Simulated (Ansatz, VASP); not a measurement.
Mg5Ge in VASP and in Ansatz

INCAR

```
SYSTEM = Mg5Ge
  ALGO = Normal
  EDIFF = 1E-7
  ENCUT = 520
  GGA = CA
  ISIF = 2
  ISMEAR = -1
  LASPH = .True.
  LCHARG = .False.
  LREAL = .False.
  LWAVE = .False.
  NBANDS = 21
  NELM = 80
  PREC = Accurate
  SIGMA = 0.05
```

The input KPOINTS:

```
k-points
0
Gamma
  5 5 5
  0 0 0
```

POSCAR

```
Mg5Ge
1.0
    0.0000000000      4.1506709192      4.1506709192
    4.1506709192      0.0000000000      4.1506709192
    4.1506709192      4.1506709192      0.0000000000
Mg Ge
5 1
Direct
    0.7500000000      0.7500000000      0.7500000000
    0.3748300000      0.8755000000      0.3748300000
    0.3748300000      0.3748300000      0.8755000000
    0.8755000000      0.3748300000      0.3748300000
    0.3748300000      0.3748300000      0.3748300000
    0.0000000000      0.0000000000      0.0000000000
```

Input for Ansatz:

```yaml
crystal:
  lattice:
    - [0.0, 4.150670919194349, 4.150670919194349]
    - [4.150670919194349, 0.0, 4.150670919194349]
    - [4.150670919194349, 4.150670919194349, 0.0]
  atoms:
    - { symbol: Mg, position: [0.75, 0.75, 0.75] }
    - { symbol: Mg, position: [0.37483, 0.8755, 0.37483] }
    - { symbol: Mg, position: [0.37483, 0.37483, 0.8755] }
    - { symbol: Mg, position: [0.8755, 0.37483, 0.37483] }
    - { symbol: Mg, position: [0.37483, 0.37483, 0.37483] }
    - { symbol: Ge, position: [0.0, 0.0, 0.0] }
basis:
  ecutwfc: 500.0
kpoints:
  mp_grid:
    grid: [5, 5, 5]
hamiltonian:
  xc: lda
  pseudopotentials:
    kind: paw
scf:
  occupations:
    method: fermi_dirac
    width: 0.05
output:
  stress: true
```

The cell comes from a database or a generator and needn't be the stable form of this composition.

Alike in both runs: task single point; functional LDA; k mesh 5 × 5 × 5; occupations fermi-dirac, width 0.05 eV; no spin polarisation.

```csv
,VASP,Ansatz
version,VASP 6.6.1,Ansatz 0.2.0
potentials or method,"VASP PAW LDA potentials, release 64 (Mg, Ge_d)","plane waves, PAW"
plane-wave cutoff (eV),520,500
valence electrons in the cell,24,64
```

VASP gave:

```
pressure (GPa) : -3.9
```

Which values does Ansatz return?

Pressure (GPa): -3.6.

The two sets of potentials don't hold the same shells in valence. Ansatz warned: «structure_snapped_to_symmetry».
